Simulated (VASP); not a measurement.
# How a change of volume changes SiC (P6_3mc), part 2 of 3

How do the elastic response and the band edges of SiC follow a change of volume?

VASP 6.6.1, plane waves and PAW; the level of theory is named at each step.

So far: The structure; Relax the crystal, LDA; Relax at fixed volume, LDA.

**4. Dielectric response, LDA**

Linear response gives the dielectric tensors, Born charges and zone-centre modes.

Level: LDA; plane waves and PAW (Si, C).

INCAR

```
SYSTEM = SiC
PREC = Accurate
ENCUT = 600
EDIFF = 1E-08
NELM = 120
ISMEAR = 0
SIGMA = 0.02
LREAL = .FALSE.
ALGO = Normal
GGA = CA
NBANDS = 14
LASPH = .TRUE.
LWAVE = .FALSE.
LCHARG = .FALSE.
KPAR = 4
LEPSILON = .TRUE.
IBRION = 8
NSW = 1
```

POSCAR

```
SiC
1.0
    3.0372288081      0.0000000000      0.0000000000
   -1.5186144040      2.6303173049      0.0000000000
    0.0000000000      0.0000000000      4.9840544626
Si C
2 2
Direct
    0.3333333333      0.6666666667      0.0006120067
    0.6666666667      0.3333333333      0.5006120067
    0.3333333333      0.6666666667      0.3763879933
    0.6666666667      0.3333333333      0.8763879933
```

KPOINTS

```
Automatic mesh
0
Gamma
12 12 7
0 0 0
```

Potentials, in the order of the species: Si and C (LDA family, release 64).

Run with:

```
$ mpirun -np 4 vasp_std
```

The program printed:

```text
[... set-up lines as in an earlier step ...]
 entering main loop
       N       E                     dE             d eps       ncg     rms          rms(c)
DAV:   1     0.301014730706E+02    0.30101E+02   -0.80579E+03  2128   0.116E+03
DAV:   2    -0.346657529526E+02   -0.64767E+02   -0.59536E+02  2960   0.181E+02
DAV:   3    -0.375653162203E+02   -0.28996E+01   -0.28864E+01  2944   0.368E+01
DAV:   4    -0.375925024292E+02   -0.27186E-01   -0.27181E-01  2428   0.439E+00
[...]
DAV:  12    -0.332673834915E+02    0.11711E-05   -0.27849E-06  2734   0.105E-02    0.622E-03
DAV:  13    -0.332673831356E+02    0.35583E-06   -0.12942E-06  2818   0.676E-03    0.128E-03
DAV:  14    -0.332673831415E+02   -0.58048E-08   -0.54064E-08  2596   0.184E-03
   1 F= -.33267383E+02 E0= -.33267383E+02  d E =-.915872E-12
 Linear response reoptimize wavefunctions to high precision
DAV:   1    -0.332673831421E+02   -0.61391E-09   -0.49520E-10  2206   0.196E-04
DAV:   2    -0.332673831421E+02   -0.12278E-10   -0.48613E-11  1466   0.609E-05
 Linear response G [H, r] |phi>, progress :
  Direction:   1
       N       E                     dE             d eps       ncg     rms
RMM:   1    -0.694585110980E+02   -0.69459E+02    0.57206E+01  5576   0.635E+01
RMM:   2    -0.515273467875E+02    0.17931E+02   -0.63753E+00  3623   0.181E+01
RMM:   3    -0.515695427735E+02   -0.42196E-01   -0.10405E-01  3875   0.220E+00
RMM:   4    -0.515700254852E+02   -0.48271E-03   -0.34155E-03  4176   0.350E-01
[...]
RMM:  11    -0.515700284457E+02    0.24251E-06    0.55666E-05  2794   0.114E-03
RMM:  12    -0.515700290033E+02   -0.55756E-06    0.62211E-05  2741   0.113E-03
RMM:  13    -0.515700295282E+02   -0.52492E-06    0.66018E-05  2458   0.112E-03
 Linear response G [H, r] |phi>, progress :
  Direction:   2
       N       E                     dE             d eps       ncg     rms
RMM:   1    -0.810986397699E+02   -0.81099E+02   -0.12408E+02  5410   0.602E+01
RMM:   2    -0.646574716750E+02    0.16441E+02   -0.48132E+00  3608   0.161E+01
RMM:   3    -0.646970798072E+02   -0.39608E-01   -0.63205E-02  3828   0.183E+00
RMM:   4    -0.646976411035E+02   -0.56130E-03   -0.15505E-03  4054   0.266E-01
[...]
RMM:  10    -0.646976839362E+02    0.28620E-05    0.15800E-05  2825   0.124E-03
RMM:  11    -0.646976809679E+02    0.29684E-05   -0.19154E-04  2621   0.121E-03
RMM:  12    -0.646976807466E+02    0.22128E-06   -0.21970E-04  2554   0.121E-03
 Linear response G [H, r] |phi>, progress :
  Direction:   3
       N       E                     dE             d eps       ncg     rms
RMM:   1    -0.714303177541E+02   -0.71430E+02   -0.28825E+01  5177   0.589E+01
RMM:   2    -0.580171632801E+02    0.13413E+02   -0.45658E+00  3602   0.151E+01
RMM:   3    -0.580498250788E+02   -0.32662E-01   -0.65262E-02  3788   0.173E+00
[...]
RMM:  10    -0.151867889738E-01    0.32188E-08    0.91016E-08 26987   0.231E-05    0.122E-06
 first order change of Fermi-energy  -0.23903E-01
 force on displaced ion       1 direction 1 : -21.388  -0.001  -0.000
 Born effective charge ion    1 direction 1 :   2.690  -0.000  -0.000
 Linear response progress:
  Degree of freedom:   2/  4
       N       E                     dE             d eps       ncg     rms          rms(c)
RMM:   1    -0.355926658410E-01   -0.35593E-01    0.68838E-02  8357   0.154E+00
RMM:   2    -0.287477398133E-01    0.68449E-02   -0.37284E-03  5160   0.426E-01    0.164E-01
RMM:   3    -0.281886920825E-01    0.55905E-03   -0.66321E-04  5357   0.136E-01    0.856E-02
RMM:   4    -0.280342902294E-01    0.15440E-03   -0.23281E-04  5554   0.705E-02    0.324E-02
RMM:   5    -0.280192653170E-01    0.15025E-04   -0.10401E-04  5666   0.265E-02    0.572E-03
RMM:   6    -0.280172263440E-01    0.20390E-05   -0.53376E-06  5513   0.725E-03    0.182E-03
RMM:   7    -0.280163654134E-01    0.86093E-06   -0.11148E-06  5758   0.202E-03    0.507E-04
RMM:   8    -0.280168638754E-01   -0.49846E-06   -0.12905E-06  5802   0.701E-04    0.205E-04
RMM:   9    -0.280168724403E-01   -0.85649E-08   -0.80141E-08  5840   0.298E-04    0.360E-05
 first order change of Fermi-energy  -0.20957E+00
 force on displaced ion       1 direction 3 :   0.000  -0.000 -28.779
 Born effective charge ion    1 direction 3 :   0.000   0.000   2.892
 Linear response progress:
  Degree of freedom:   3/  4
       N       E                     dE             d eps       ncg     rms          rms(c)
RMM:   1    -0.128607225059E+00   -0.12861E+00    0.58801E-02 30759   0.212E+00
RMM:   2    -0.125207178183E+00    0.34000E-02   -0.38720E-03 22928   0.445E-01    0.220E-01
RMM:   3    -0.125097140913E+00    0.11004E-03   -0.12320E-03 22457   0.209E-01    0.109E-01
RMM:   4    -0.126198237218E+00   -0.11011E-02   -0.10682E-03 22883   0.178E-01    0.195E-02
[...]
RMM:  10    -0.126155174347E+00   -0.12247E-06   -0.29445E-08 26994   0.687E-05    0.461E-06
RMM:  11    -0.126155127791E+00    0.46556E-07    0.17681E-08 26560   0.532E-05    0.608E-07
RMM:  12    -0.126155136649E+00   -0.88577E-08    0.10444E-08 24620   0.462E-05    0.348E-07
 first order change of Fermi-energy  -0.47623E-02
 force on displaced ion       3 direction 1 : -20.803   0.000  -0.000
 Born effective charge ion    3 direction 1 :  -2.691  -0.000  -0.000
 Linear response progress:
  Degree of freedom:   4/  4
       N       E                     dE             d eps       ncg     rms          rms(c)
RMM:   1    -0.141404187035E+00   -0.14140E+00    0.84565E-02  6675   0.220E+00
RMM:   2    -0.136127684668E+00    0.52765E-02   -0.42024E-03  5164   0.473E-01    0.234E-01
RMM:   3    -0.135388114186E+00    0.73957E-03   -0.27186E-03  5345   0.254E-01    0.115E-01
RMM:   4    -0.135983034481E+00   -0.59492E-03   -0.56968E-04  5382   0.125E-01    0.408E-02
[...]
RMM:  10    -0.136195951971E+00    0.14878E-06   -0.44223E-08  5836   0.118E-04    0.130E-05
RMM:  11    -0.136195989526E+00   -0.37554E-07    0.94609E-09  6136   0.726E-05    0.388E-06
RMM:  12    -0.136195984237E+00    0.52886E-08   -0.55093E-10  5949   0.568E-05    0.110E-06
 first order change of Fermi-energy   0.22728E+00
 force on displaced ion       3 direction 3 :   0.000   0.000 -25.951
 Born effective charge ion    3 direction 3 :   0.000  -0.000  -2.892
 Born effective charges drift removed
 Linear response finished
```

The job ended after 5.6 min (4 MPI ranks of Intel Xeon Platinum 8488C (Sapphire Rapids), shared host; peak memory 3.1 GiB).

From OUTCAR (step 4):

```text
  LATTYP: Found a hexagonal cell.
 ALAT       =     3.0372288081
 C/A-ratio  =     1.6409874848

 Subroutine GETGRP returns: Found 12 space group operations
 (whereof  6 operations were pure point group operations)

The static configuration has the point symmetry C_3v.
 The point group associated with its full space group is C_6v.

 Found     76 irreducible k-points:

   k-points           NKPTS =     76   k-points in BZ     NKDIM =     76   number of bands    NBANDS=     14

   dimension x,y,z NGX =    24 NGY =   24 NGZ =   40
   dimension x,y,z NGXF=    48 NGYF=   48 NGZF=   80

   ENCUT  =  600.0 eV  44.10 Ry    6.64 a.u.   6.07  6.07  9.95*2*pi/ulx,y,z

   NELECT =      16.0000    total number of electrons

  Total        1.1910057      1.1910057      1.1888084      0.0000000      0.0000000      0.0000000
  in kB       47.9243237     47.9243237     47.8359075      0.0000000      0.0000000      0.0000000
  external PRESSURE =      47.8948516 kB  Pullay stress =       0.0000000 kB

 POSITION                                       TOTAL-FORCE (eV/Angst)
 -----------------------------------------------------------------------------------
     -0.00000      1.75354      0.00305        -0.000000     -0.000000     -0.000490
      1.51861      0.87677      2.49508         0.000000      0.000000     -0.000490
     -0.00000      1.75354      1.87594        -0.000000     -0.000000      0.000490
      1.51861      0.87677      4.36797         0.000000     -0.000000      0.000490
 -----------------------------------------------------------------------------------
    total drift:                               -0.000000      0.000000     -0.000082

 MACROSCOPIC STATIC DIELECTRIC TENSOR (including local field effects in DFT)
 ------------------------------------------------------
           6.857650     0.000000     0.000000
           0.000000     6.857650     0.000000
           0.000000     0.000000     7.211493
 ------------------------------------------------------

 PIEZOELECTRIC TENSOR (including local field effects)  for field in x, y, z        (C/m^2)
          XX          YY          ZZ          XY          YZ          ZX
  --------------------------------------------------------------------------------
  x    -0.00000    -0.00000     0.00000     0.00000     0.00000     0.60531
  y     0.00000     0.00000     0.00000     0.00000     0.60531     0.00000
  z     0.47160     0.47160    -0.80451     0.00000     0.00000     0.00000

 BORN EFFECTIVE CHARGES (including local field effects) (in |e|, cummulative output)
 ---------------------------------------------------------------------------------
 ion    1
    1     2.69075     0.00000     0.00000
    2     0.00000     2.69075    -0.00000
    3     0.00000    -0.00000     2.89315
 ion    2
    1     2.69075     0.00000    -0.00000
    2     0.00000     2.69075     0.00000
    3     0.00000     0.00000     2.89315
 ion    3
    1    -2.69075    -0.00000    -0.00000
    2    -0.00000    -2.69075    -0.00000
    3    -0.00000     0.00000    -2.89315
 ion    4
    1    -2.69075    -0.00000     0.00000
    2    -0.00000    -2.69075     0.00000
    3     0.00000     0.00000    -2.89315

 Eigenvectors and eigenvalues of the dynamical matrix
 ----------------------------------------------------

   1 f  =   25.788148 THz   162.031713 2PiTHz  860.200026 cm-1   106.651163 meV
             X         Y         Z           dx          dy          dz
     -0.000000  1.753545  0.003050    -0.000000    0.000000    0.008673
      1.518614  0.876772  2.495078    -0.000000    0.000000   -0.008673
     -0.000000  1.753545  1.875938     0.000000   -0.000000   -0.707054
      1.518614  0.876772  4.367965     0.000000   -0.000000    0.707054

   2 f  =   24.537282 THz   154.172291 2PiTHz  818.475636 cm-1   101.478000 meV
             X         Y         Z           dx          dy          dz
     -0.000000  1.753545  0.003050     0.321474    0.215516    0.000000
      1.518614  0.876772  2.495078     0.321474    0.215516    0.000000
     -0.000000  1.753545  1.875938    -0.491545   -0.329531    0.000000
      1.518614  0.876772  4.367965    -0.491545   -0.329531    0.000000

   3 f  =   24.537282 THz   154.172291 2PiTHz  818.475636 cm-1   101.478000 meV
             X         Y         Z           dx          dy          dz
     -0.000000  1.753545  0.003050     0.215516   -0.321474   -0.000000
      1.518614  0.876772  2.495078     0.215516   -0.321474   -0.000000
     -0.000000  1.753545  1.875938    -0.329531    0.491545    0.000000
      1.518614  0.876772  4.367965    -0.329531    0.491545    0.000000

   4 f  =   23.630759 THz   148.476438 2PiTHz  788.237275 cm-1    97.728923 meV
             X         Y         Z           dx          dy          dz
     -0.000000  1.753545  0.003050    -0.000000    0.000000    0.387034
      1.518614  0.876772  2.495078     0.000000   -0.000000    0.387034
     -0.000000  1.753545  1.875938    -0.000000    0.000000   -0.591781
      1.518614  0.876772  4.367965     0.000000   -0.000000   -0.591781

   5 f  =   23.610210 THz   148.347323 2PiTHz  787.551826 cm-1    97.643938 meV
             X         Y         Z           dx          dy          dz
     -0.000000  1.753545  0.003050    -0.302963   -0.203105   -0.000000
      1.518614  0.876772  2.495078     0.302963    0.203105   -0.000000
     -0.000000  1.753545  1.875938    -0.503166   -0.337321    0.000000
      1.518614  0.876772  4.367965     0.503166    0.337321    0.000000

   6 f  =   23.610210 THz   148.347323 2PiTHz  787.551826 cm-1    97.643938 meV
             X         Y         Z           dx          dy          dz
     -0.000000  1.753545  0.003050     0.203105   -0.302963    0.000000
      1.518614  0.876772  2.495078    -0.203105    0.302963    0.000000
     -0.000000  1.753545  1.875938     0.337321   -0.503166   -0.000000
      1.518614  0.876772  4.367965    -0.337321    0.503166   -0.000000

   7 f  =   18.263032 THz   114.750015 2PiTHz  609.189179 cm-1    75.529798 meV
             X         Y         Z           dx          dy          dz
     -0.000000  1.753545  0.003050    -0.000000    0.000000    0.707054
      1.518614  0.876772  2.495078     0.000000   -0.000000   -0.707054
     -0.000000  1.753545  1.875938    -0.000000    0.000000    0.008673
      1.518614  0.876772  4.367965     0.000000    0.000000   -0.008673

   8 f  =    7.703400 THz    48.401892 2PiTHz  256.957779 cm-1    31.858690 meV
             X         Y         Z           dx          dy          dz
     -0.000000  1.753545  0.003050     0.503167    0.337319    0.000000
      1.518614  0.876772  2.495078    -0.503167   -0.337319    0.000000
     -0.000000  1.753545  1.875938    -0.302964   -0.203104    0.000000
      1.518614  0.876772  4.367965     0.302964    0.203104    0.000000

   9 f  =    7.703400 THz    48.401892 2PiTHz  256.957779 cm-1    31.858690 meV
             X         Y         Z           dx          dy          dz
     -0.000000  1.753545  0.003050    -0.337319    0.503167    0.000000
      1.518614  0.876772  2.495078     0.337319   -0.503167    0.000000
     -0.000000  1.753545  1.875938     0.203104   -0.302964    0.000000
      1.518614  0.876772  4.367965    -0.203104    0.302964    0.000000

  10 f/i=    0.000770 THz     0.004839 2PiTHz    0.025690 cm-1     0.003185 meV
             X         Y         Z           dx          dy          dz
     -0.000000  1.753545  0.003050    -0.589556    0.051300   -0.000000
      1.518614  0.876772  2.495078    -0.589556    0.051300   -0.000000
     -0.000000  1.753545  1.875938    -0.385573    0.033550   -0.000000
      1.518614  0.876772  4.367965    -0.385573    0.033550   -0.000000

  11 f/i=    0.000770 THz     0.004839 2PiTHz    0.025690 cm-1     0.003185 meV
             X         Y         Z           dx          dy          dz
     -0.000000  1.753545  0.003050     0.051300    0.589556    0.000000
      1.518614  0.876772  2.495078     0.051300    0.589556    0.000000
     -0.000000  1.753545  1.875938     0.033550    0.385573    0.000000
      1.518614  0.876772  4.367965     0.033550    0.385573    0.000000

  12 f/i=    0.000908 THz     0.005704 2PiTHz    0.030283 cm-1     0.003755 meV
             X         Y         Z           dx          dy          dz
     -0.000000  1.753545  0.003050     0.000000    0.000000   -0.591781
      1.518614  0.876772  2.495078     0.000000    0.000000   -0.591781
     -0.000000  1.753545  1.875938     0.000000    0.000000   -0.387034
      1.518614  0.876772  4.367965     0.000000    0.000000   -0.387034

 MACROSCOPIC STATIC DIELECTRIC TENSOR IONIC CONTRIBUTION
 ------------------------------------------------------
           3.175116     0.000000     0.000000
           0.000000     3.175116     0.000000
           0.000000     0.000000     3.957755
 ------------------------------------------------------

 ELASTIC MODULI CONTR FROM IONIC RELAXATION (kBar)
 Direction    XX          YY          ZZ          XY          YZ          ZX
 --------------------------------------------------------------------------------
 XX        -600.4716    303.1617    284.7186     -0.0000     -0.0000      0.0000
 YY         303.1617   -600.4716    284.7186     -0.0000      0.0000     -0.0000
 ZZ         284.7186    284.7186   -545.3211      0.0000      0.0000      0.0000
 XY          -0.0000     -0.0000      0.0000   -451.8166     -0.0000     -0.0000
 YZ          -0.0000      0.0000      0.0000     -0.0000   -157.7376     -0.0000
 ZX           0.0000     -0.0000      0.0000     -0.0000     -0.0000   -168.2192
 --------------------------------------------------------------------------------

 PIEZOELECTRIC TENSOR IONIC CONTR  for field in x, y, z        (C/m^2)
          XX          YY          ZZ          XY          YZ          ZX
  --------------------------------------------------------------------------------
  x     0.00000    -0.00000     0.00000    -0.00000    -0.00000    -0.68769
  y     0.00000    -0.00000     0.00000    -0.00000    -0.66592    -0.00000
  z    -0.72175    -0.72175     1.38237    -0.00000    -0.00000    -0.00000

[... 1 part as in an earlier step ...]

[... 3 further parts left out ...]
```

Numbers from this step:

* ε∞, diagonal: 6.86, 6.86, 7.21

**5. Band edges, TB-mBJ with spin-orbit coupling**

Short lines in KPOINTS_OPT sample the zone centre, for masses, and the other valleys.

Level: TB-mBJ, spin-orbit coupling; plane waves and PAW (Si, C).

TB-mBJ has no energy functional, so the total energy, stress and pressure in this output mean nothing.

INCAR

```
SYSTEM = SiC
PREC = Accurate
ENCUT = 600
EDIFF = 1E-06
NELM = 150
ISMEAR = 0
SIGMA = 0.02
LREAL = .FALSE.
ALGO = Normal
METAGGA = MBJ
LASPH = .TRUE.
LNONCOLLINEAR = .TRUE.
MAGMOM = 0 0 0 0 0 0 0 0 0 0 0 0
NBANDS = 26
GGA_COMPAT = .FALSE.
LSORBIT = .TRUE.
LWAVE = .FALSE.
LCHARG = .FALSE.
KPAR = 4
```

POSCAR is that of step 4.

KPOINTS

```
Automatic mesh
0
Gamma
9 9 5
0 0 0
```

KPOINTS_OPT

```
Line mode
6
Line-mode
Reciprocal
  0.00000000   0.00000000   0.00000000
  0.00000000   0.00000000   0.03966185

  0.00000000   0.00000000   0.00000000
 -0.02416950   0.01208475   0.00000000

  0.50000000   0.00000000   0.00000000
  0.50000000   0.00000000   0.50000000

  0.33333333   0.33333333   0.00000000
  0.33333333   0.33333333   0.50000000
```

Run with:

```
$ mpirun -np 4 vasp_ncl
```

The program printed:

```text
[banner, memory and clock lines left out]
running    4 mpi-ranks, on    1 nodes
[...]
|                                                                             |
|               ----> ADVICE to this user running VASP <----                  |
|                                                                             |
|     You enforced a specific xc type in the INCAR file but a different       |
|     [... a line on the potential file left out ...]
|     I HOPE YOU KNOW WHAT YOU ARE DOING!                                     |
|                                                                             |

 LDA part: xc-table for (None), standard interpolation
 POSCAR, INCAR and KPOINTS ok, starting setup
[...]
entering main loop
       N       E                     dE             d eps       ncg     rms          rms(c)
DAV:   1     0.330144888695E+02    0.33014E+02   -0.79938E+03  3120   0.125E+03
DAV:   2    -0.401498923659E+02   -0.73164E+02   -0.67928E+02  4120   0.209E+02
DAV:   3    -0.438977138637E+02   -0.37478E+01   -0.37239E+01  4198   0.430E+01
DAV:   4    -0.439394881722E+02   -0.41774E-01   -0.41734E-01  3898   0.537E+00
[...]
DAV:  34    -0.347557699511E+02    0.60620E-05   -0.43594E-11  1632   0.686E-05    0.694E-06
DAV:  35    -0.347557659236E+02    0.40275E-05   -0.87484E-12  1632   0.295E-05    0.312E-06
DAV:  36    -0.347557651001E+02    0.82356E-06   -0.32847E-12  1632   0.203E-05
   1 F= -.34755765E+02 E0= -.34755765E+02  d E =-.901499E-21  mag=     0.0000    -0.0000    -0.0000
 Start KPOINTS_OPT (optional k-point list driver)
k-point batch [1-24\24]
       N       E                     dE             ncg
DAV:   1     0.307582092836E+04   -0.57921E+04     1248
DAV:   2     0.129095065089E+04   -0.17849E+04     1654
DAV:   3     0.120522541975E+04   -0.85725E+02     1670
DAV:   4     0.120421313862E+04   -0.10123E+01     1576
DAV:   5     0.120419707022E+04   -0.16068E-01     1540
DAV:   6     0.120419661551E+04   -0.45471E-03     1500
DAV:   7     0.120419659905E+04   -0.16457E-04     1414
DAV:   8     0.120419659839E+04   -0.65933E-06     1166
```

It took 3 min on 4 MPI ranks; peak memory 1.6 GiB.

Parts of OUTCAR (step 5):

```text
  Total       24.6104826     24.6104826     24.7926665      0.0000000      0.0000000      0.0000000
  in kB      990.2897439    990.2897439    997.6205544      0.0000000      0.0000000      0.0000000
  external PRESSURE =     992.7333474 kB  Pullay stress =       0.0000000 kB

 POSITION                                       TOTAL-FORCE (eV/Angst)
 -----------------------------------------------------------------------------------
     -0.00000      1.75354      0.00305         0.000000     -0.000000     -0.050366
      1.51861      0.87677      2.49508        -0.000000      0.000000     -0.050366
     -0.00000      1.75354      1.87594        -0.000000     -0.000000      0.050366
      1.51861      0.87677      4.36797         0.000000     -0.000000      0.050366
 -----------------------------------------------------------------------------------
    total drift:                               -0.000000      0.000000     -0.072461

  FREE ENERGIE OF THE ION-ELECTRON SYSTEM (eV)
  ---------------------------------------------------
  free  energy   TOTEN  =       -34.7557651001 eV

  energy  without entropy=      -34.7557651001  energy(sigma->0) =      -34.75576510

[... 1 part as in an earlier step ...]

[... 2 further parts left out ...]
[key lines of the parts left out:]
E-fermi :   8.7837
```

[end of part 2 of 3]

[Lines on the potential files, build, host, timing and source positions are cut from VASP's logs without a mark.]

[Logs are printed without paths, hosts, clocks, repeated set-up lines and the standing remarks that a program may print on its own settings, such as how far it seeks lower states.]

[Hosts, paths, dates, database ids (printed as entryN), source tags and the programs' standing remarks are cut or masked in the printed files.]

[In band tables of VASP the shares of atoms and orbitals are scaled to a sum of 1 inside the atoms' spheres.]
